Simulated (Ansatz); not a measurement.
## HfSi2: the relaxed cell by functional

The starting cell is an entry of the Crystallography Open Database (1969):

```
Hf Si
1.0
     1.83600   -7.28500    0.00000
     1.83600    7.28500    0.00000
     0.00000    0.00000    3.64100
Hf Si
2 4
Cartesian
  1.8360 -5.7406 0.9103
  1.8360 5.7406 2.7308
  1.8360 -0.8596 0.9103
  1.8360 0.8596 2.7308
  1.8360 3.6425 0.9103
  1.8360 -3.6425 2.7308
```

Atoms and cell were relaxed at zero pressure with plane-wave PAW DFT (Ansatz 0.2.0; one set of PAW datasets, made under PBE, for all functionals; 420 eV, r2SCAN 500 eV; 6×6×6 Γ-centred mesh, fermi-dirac occupations of width 0.100 eV; no spin polarisation, no spin-orbit coupling, no dispersion correction), keeping the symmetry (Cmcm, No. 63).

**Question.** What cells do LDA, PBEsol, PBE, r2SCAN give?

**Answer.** The relaxed conventional cells:

```
functional  a (Å)   b (Å)  c (Å)  volume (Å³/atom)
       LDA  3.636  14.205  3.606             15.52
    PBEsol  3.667  14.307  3.631             15.87
       PBE  3.699  14.558  3.654             16.40
    r2SCAN  3.671  14.567  3.636             16.20
 the entry  3.672  14.570  3.641             16.23
```

LDA gives the smallest volume and PBE the largest, 5.6 % more, the usual order, since LDA overbinds and PBE's gradient terms loosen the lattice. Against the entry's volume: LDA -4.4 %, PBEsol -2.2 %, PBE +1.0 %, r2SCAN -0.2 %; r2SCAN comes nearest.

Caveats: each relaxation keeps the start's symmetry, so a distorted cell may lie lower; computed cells are at 0 K with fixed nuclei, while the entry holds thermal expansion, often some tenths of a per cent in volume and more in soft crystals.
